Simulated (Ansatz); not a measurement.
# Si (Silicon): the cost of one run

Program: Ansatz 0.2.0, driven from Python. Level of theory: DFT PBE, plane waves, PAW. These are calculated values, not measurements.

### 1 The system

Symmetry: P6/mmm, No. 191, hexagonal system. Conventional cell: a = 2.527 Å, b = 2.527 Å, c = 2.373 Å, α = 90.00°, β = 90.00°, γ = 120.00°. Around Si (site symmetry 6/mmm) lie 8 Si at 2.37 to 2.53 Å.

No structure file is read: the coordinates are typed or built in the script.

### 2 Script

run_strain.py reads:

```python
'''Energy of Si under shear strain, ions carried with the cell.'''

import logging
import sys
import warnings

import ansatz as az
import numpy as np

logging.basicConfig(stream=sys.stdout, format='[%(levelname)s] %(message)s')
logger = logging.getLogger('calc')
logger.setLevel(logging.INFO)

VECTORS = np.array([
    [2.527, 0.0, 0.0],
    [-1.2635, 2.188446, 0.0],
    [0.0, 0.0, 2.373],
])
SITES = [
    ('Si', [0.0, 0.0, 0.0]),
]


def on_lattice(cell):
    crystal = az.Crystal(lattice=az.Lattice.of(cell))
    for symbol, position in SITES:
        crystal = crystal.atom(symbol, position)
    return crystal


def main() -> None:
    warnings.simplefilter('ignore', az.DeckWarning)

    # clamped ions: the fractional positions stay as typed
    values = np.linspace(-0.01, 0.01, 5)
    energies = []
    for d in values:
        strain = np.array([[0, d / 2, 0], [d / 2, 0, 0], [0, 0, 0]])
        cell = VECTORS @ (np.eye(3) + strain)
        calc = (
            on_lattice(cell).calculation()
            .functional('pbe')
            .pseudopotentials('paw')
            .basis(550)  # cutoff of the orbital basis
            .occupations('cold', width=0.05)  # the run then minimises F = E - TS
            .kpoints(16, 16, 14)
        )
        summary = calc.run().report
        energies.append(summary['free_energy_ev'] / len(SITES))
        logger.info(f'd = {d:+.4f}  F = {energies[-1]:.5f} eV/atom')
    energies = np.array(energies)

    for value, e in zip(values, energies):
        logger.info(f'strain {value:7.3f}   E - Emin = {1000 * (e - energies.min()):9.3f} meV/atom')
    np.savetxt('strain.csv', np.column_stack([values, energies]), fmt='%.6f', delimiter=',', header='strain,energy_eV_per_atom')
    curvature = 2 * np.polyfit(values, energies, 3)[1]
    volume = abs(np.linalg.det(VECTORS)) / len(SITES)
    logger.info(f'd2E/dd2 over the volume: {curvature / volume * 160.21766:.1f} GPa')


if __name__ == '__main__':
    main()
```

### 3 What the engine is handed

The engine receives this input (first run):

```yaml
crystal:
  lattice:
    - [2.527, -0.012635, 0.0]
    - [-1.27444223, 2.1947635, 0.0]
    - [0.0, 0.0, 2.373]
  atoms:
    - { symbol: Si, position: [0.0, 0.0, 0.0] }
basis:
  ecutwfc: 550.0
kpoints:
  mp_grid:
    grid: [16, 16, 14]
hamiltonian:
  xc: pbe
  pseudopotentials:
    kind: paw
scf:
  occupations:
    method: cold
    width: 0.05
```

### 4 Launch

Command:

```bash
$ python run_strain.py
```

**Question.** How long does this script take on 1 thread of Arm Neoverse V1, shared host, and how much memory does it need?

About 27 s, with a peak of 0.48 GiB.
